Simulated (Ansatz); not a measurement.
Runs of Ansatz 0.2.0 on TaS2. Symmetry: P-3m1, No. 164, trigonal system. Conventional cell: a = 3.350 Å, b = 3.350 Å, c = 5.860 Å, α = 90.00°, β = 90.00°, γ = 120.00°. Ta (site symmetry -3m) is surrounded by 6 S at 2.43 Å. S (site symmetry 3m) is surrounded by 3 Ta at 2.43 Å. 

```csv
task,level,potentials or basis,k mesh,cutoff (eV),smearing,basis error allowed,mesh quality,gap on the mesh (eV),pressure (GPa),largest force (eV/Å)
elastic constants,PBE,"all-electron LAPW, scalar-relativistic",7 × 7 × 4,280,fermi-dirac 0.05 eV,0.002 eV/atom,coarse,none,2.4,-
phonons,PBEsol,all-electron PAW datasets made for the crystal,9 × 9 × 5,420,fermi-dirac 0.05 eV,-,not flagged,none,-,(b)
phonons,PBE,"all-electron LAPW, scalar-relativistic",9 × 9 × 5,280,fermi-dirac 0.05 eV,0.002 eV/atom,not flagged,none,-,1.23
single point,PBE,"all-electron LAPW, scalar-relativistic",5 × 5 × 3,258,fermi-dirac 0.04 eV,0.002 eV/atom,coarse,none,9.5,(a)
```

Alike in all rows: no spin polarisation; cell as given.

Q: Estimate the missing entries.

A: (a) 1.11; (b) 0.99.

Caveats: some runs use coarse meshes; this functional lacks dispersion, which binds the layers, so the pressure and a relaxed spacing across them are unreliable; a metal's response needs a denser mesh (some runs); the k mesh is thin for a metal, which can move the energy by tens of meV per atom (some runs); forces of over 1 eV/Å show positions far from the minimum, so gaps and moduli don't describe the material at rest (some runs); elastic constants of metals need much finer meshes, so these are rough (some runs).

A k mesh can miss the band edges, and the runs leave out spin-orbit coupling on Ta.

A gap of «none» marks a metal or a gap under the smearing width.

The runs don't all hold the same shells in valence.
